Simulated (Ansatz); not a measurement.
Set up this calculation in Ansatz 0.2.0, as the native input.

```yaml
Task: band structure
Functional: revPBE
Potentials_or_basis: Ansatz PAW
Cutoff: "420 eV (not typed: the program's choice for these potentials)"
k_mesh: 9 × 9 × 9
Occupations: fermi-dirac, width 0.05 eV
Spin: no spin polarisation
Path: "[[\"G\", \"X\", \"W\", \"K\", \"G\", \"L\", \"U\", \"W\", \"L\", \"K\"], [\"U\", \"X\"]]"
Points_for_each_segment_of_the_path: 14
```

The system is SrO.

```
Sr O
1.0
     0.00000    2.56630    2.56630
     2.56630    0.00000    2.56630
     2.56630    2.56630    0.00000
Sr O
1 1
Direct
  0.50000 0.50000 0.50000
  0.00000 0.00000 0.00000
```

These files were run (other wordings do the same):

input.yaml

```yaml
crystal:
  lattice:
    - [0.0, 2.5663, 2.5663]
    - [2.5663, 0.0, 2.5663]
    - [2.5663, 2.5663, 0.0]
  atoms:
    - { symbol: Sr, position: [0.5, 0.5, 0.5] }
    - { symbol: O, position: [0.0, 0.0, 0.0] }
hamiltonian:
  xc: revpbe
  pseudopotentials: { kind: paw }
kpoints:
  mp_grid: { grid: [9, 9, 9] }
  band_path:
    path:
      - [[0.0, 0.0, 0.0], [0.5, 0.0, 0.5], [0.5, 0.25, 0.75], [0.375, 0.375, 0.75], [0.0, 0.0, 0.0], [0.5, 0.5, 0.5], [0.625, 0.25, 0.625], [0.5, 0.25, 0.75], [0.5, 0.5, 0.5], [0.375, 0.375, 0.75]]
      - [[0.625, 0.25, 0.625], [0.5, 0.0, 0.5]]
    npoints: 14
scf:
  occupations: { method: fermi_dirac, width: 0.05 }
  n_extra_bands: 6
output:
  forces: true
  stress: true
  eigenvalues: true
  fatbands: true
```

Potentials or basis: Ansatz PAW.

Command:

```console
$ ansatz run input.yaml --threads 2 --pin off --max-ram 5632MiB --backend cpu --events-out ev --progress --plain --runs-dir out
```

Results of the run:

```json
{"Pressure": "5.6 GPa", "Band gap on the k mesh": "3.46 eV, indirect (least direct gap 3.54 eV)", "Band gap along the path": "3.40 eV, indirect (least direct gap 3.47 eV)"}
```

Caveat: the k mesh misses the band edges, so the gap on the mesh is wider than the one along the path; the pressure holds a Pulay correction of +0.3 GPa for the finite cutoff; the PAW data sets come from PBE, with cores solved anew for the run's functional, which leaves a small shift of forces and pressure.

It took 1.6 s on 2 threads of Arm Neoverse V2, on a shared host, peak memory 0.27 GiB.
